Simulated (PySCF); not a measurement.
Splitting trees

Molfile (atoms numbered from 1):
```
CHF3
     RDKit          3D

  5  4  0  0  0  0  0  0  0  0999 V2000
   -0.8157   -0.9037   -0.4995 F   0  0  0  0  0  0  0  0  0  0  0  0
    0.0910   -0.0614   -0.0085 C   0  0  0  0  0  0  0  0  0  0  0  0
    1.2631   -0.3188   -0.5849 F   0  0  0  0  0  0  0  0  0  0  0  0
   -0.2711    1.1804   -0.3235 F   0  0  0  0  0  0  0  0  0  0  0  0
    0.1661   -0.1728    1.0758 H   0  0  0  0  0  0  0  0  0  0  0  0
  1  2  1  0
  2  3  1  0
  2  4  1  0
  2  5  1  0
M  END
```

PySCF 2.14.0 with density-fitted response routines calculation with J: B3LYP/pcJ-2, shieldings: GIAO B97-2/pcSseg-2 and geometry: PBE0-D3(BJ)/def2-TZVP; fast rotation and ring inversion assumed for equivalent nuclei, no relativistic terms, one conformer, no solvent.

Shifts are taken against calculated references (same method and geometry level): CFCl3 for 19F (175.98 ppm); 1H (31.64 ppm) vs TMS.

Spectrometer: 400 MHz for 1H. First-order analysis; couplings under 1 Hz (under 4 Hz in carbon signals) are ignored, and nearly equal couplings are merged; the smaller ones broaden or split the lines further.

(1) What pattern does F1/F3/F4 show (19F)?

(2) What pattern does H5 show (1H)?

## Answers

(1) A doublet at δ -89.0: 89.5 Hz to H5 (1 × 1H, 2 bonds away). Lines in Hz from the centre (relative intensity): +44.8 (1), -44.8 (1). The outer lines are 89.5 Hz apart, the sum of the couplings kept, or 0.238 ppm at this field.

(2) A quartet at δ 6.48: 89.5 Hz to F1/F3/F4 (3 × 19F, 2 bonds away). Lines in Hz from the centre (relative intensity): +134.2 (1), +44.8 (3), -44.8 (3), -134.2 (1). The outer lines are 268.5 Hz apart, the sum of the couplings kept, or 0.671 ppm at this field.
